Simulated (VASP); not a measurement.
HfO2: relaxation of cell and atoms with optPBE-vdW

The system is HfO2.

```xyz
6
Lattice="4.8135 0.0000 0.0000 0.0000 4.8135 0.0000 0.0000 0.0000 3.2054" Properties=species:S:1:pos:R:3 pbc="T T T"
Hf    2.4068    2.4068    1.6027
Hf    0.0000    0.0000    0.0000
O     3.8751    0.9384    1.6027
O     3.3452    3.3452    0.0000
O     1.4683    1.4683    0.0000
O     0.9384    3.8751    1.6027
```

Measurements of this composition are mostly on another form, of space group No. 14.

```
Program                : VASP 6.6.1
Task                   : relaxation of cell and atoms
Functional             : optPBE-vdW
Potentials or basis    : VASP PAW PBE potentials, release 64 (Hf_pv, O)
Cutoff                 : 600 eV
k mesh                 : 6 × 6 × 8
Occupations            : fermi-dirac, width 0.05 eV
Spin                   : no spin polarisation
Further INCAR settings : ALGO = Fast; EDIFF = 1e-06; IBRION = 2; EDIFFG = -0.005; NSW = 40; ISIF = 3
```

| Item | Value |
| --- | --- |
| Relaxed volume | 12.75 Å³/atom |
| Relaxed cell | a = 4.863 Å, b = 4.863 Å, c = 3.234 Å, α = 90.00°, β = 90.00°, γ = 90.00° |
| Space group after relaxing (to 0.05 Å) | P4_2/mnm (No. 136) |
| Energy gained by relaxing | 7.5 meV/atom |
| Ionic steps | 8 |
| Pressure after relaxing | 0.0 GPa |
| Largest force after relaxing | 0.003 eV/Å |
| Band gap on the k mesh | 3.91 eV, direct |

Forces on the atoms (eV/Å):
```
Hf   0.000  0.000  0.000
Hf   0.000  0.000  0.000
O   -0.002  0.002  0.000
O    0.002  0.002  0.000
O   -0.002 -0.002  0.000
O    0.002 -0.002  0.000
```

The path:
| step | energy change (eV) | largest force (eV/Å) | pressure (GPa) | volume (Å³) |
| --- | --- | --- | --- | --- |
| 1 | 0.0000 | 0.0861 | 6.79 | 74.27 |
| 2 | 0.0714 | 0.2353 | -9.37 | 80.05 |
| 3 | -0.0443 | 0.0535 | 0.02 | 76.41 |
| 4 | -0.0443 | 0.0507 | 0.12 | 76.37 |
| 5 | -0.0450 | 0.0122 | 0.02 | 76.46 |
| 6 | -0.0450 | 0.0081 | 0.06 | 76.46 |
| 7 | -0.0450 | 0.0004 | -0.07 | 76.50 |
| 8 | -0.0450 | 0.0032 | -0.03 | 76.48 |

Final structure:
```
CELL_PARAMETERS angstrom
4.86285 0.00000 0.00000
0.00000 4.86285 0.00000
0.00000 0.00000 3.23432
ATOMIC_POSITIONS crystal
Hf 0.50000 0.50000 0.50000
Hf 0.00000 0.00000 0.00000
O 0.80507 0.19493 0.50000
O 0.69493 0.69493 0.00000
O 0.30507 0.30507 0.00000
O 0.19493 0.80507 0.50000
```

Levels at points of the mesh, in eV from the valence-band top:
| k point | band 18 | band 19 | band 20 | band 21 | band 22 | band 23 | band 24 | band 25 | band 26 |
| --- | --- | --- | --- | --- | --- | --- | --- | --- | --- |
| (0.00, 0.00, 0.00) | -1.62 | -0.75 | -0.49 | -0.49 | 0.00 | 3.91 | 4.09 | 5.12 | 5.49 |
| (0.50, 0.00, 0.00) | -2.69 | -1.44 | -1.44 | -0.64 | -0.64 | 4.54 | 4.54 | 6.07 | 6.07 |
| (0.50, 0.50, 0.00) | -1.71 | -1.14 | -1.14 | -0.85 | -0.85 | 4.15 | 4.15 | 5.55 | 5.55 |
| (0.00, 0.00, 0.50) | -2.05 | -2.01 | -2.01 | -0.97 | -0.97 | 5.48 | 5.48 | 5.97 | 5.99 |
| (0.50, 0.00, 0.50) | -1.75 | -1.74 | -1.74 | -0.90 | -0.90 | 4.15 | 4.15 | 6.19 | 6.19 |
| (0.50, 0.50, 0.50) | -2.02 | -1.05 | -1.05 | -0.52 | -0.52 | 5.03 | 5.03 | 5.76 | 5.76 |

Wall time 9.7 min on 1 thread of AMD EPYC 9R14 (Zen 4), on a shared host, peak memory 0.51 GiB.

Caveat: the PAW data sets were made with another functional, which shifts forces and pressure a little; spin-orbit coupling is left out, which moves the levels of the heavy elements. A k mesh can miss the band edges.
